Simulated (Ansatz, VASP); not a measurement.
**HfC: VASP beside Ansatz**

```
Hf C
1.0
    -1.64485    1.64485    2.32472
     1.64485   -1.64485    2.32472
     1.64485    1.64485   -2.32472
Hf C
1 1
Cartesian
  0.0000 0.0000 0.0000
  0.0000 0.0000 2.3247
```

Alike in both runs: functional PBE; k mesh 6 × 6 × 6; occupations gaussian, width 0.1 eV; no spin polarisation.

Ansatz relaxed the structure, and its values are those at the end. VASP's run is a single point on that final structure, the one shown.

|  | VASP | Ansatz |
| --- | --- | --- |
| version | VASP 6.6.1 | Ansatz 0.2.0 |
| potentials or method | VASP PAW PBE potentials, release 64 (Hf_pv, C) | scalar-relativistic, plane waves, PAW |
| plane-wave cutoff (eV) | 520 | 420 |
| valence electrons in the cell | 14 | 30 |

```csv
,VASP,Ansatz,Ansatz less VASP
gap on the k mesh at the Fermi level (eV),none,none,-
pressure (GPa),-0.6,0.1,+0.66
```

A gap of «none» marks a metal or a gap that the smearing closes. The functional is the same, so the differences come from potentials, cutoffs and numerics. The two sets of potentials don't hold the same shells in valence.

Caveats: the k mesh is coarse (spacing up to 0.45 Å⁻¹), so the values aren't converged. The runs have no spin-orbit coupling, so splittings on Hf are missing.
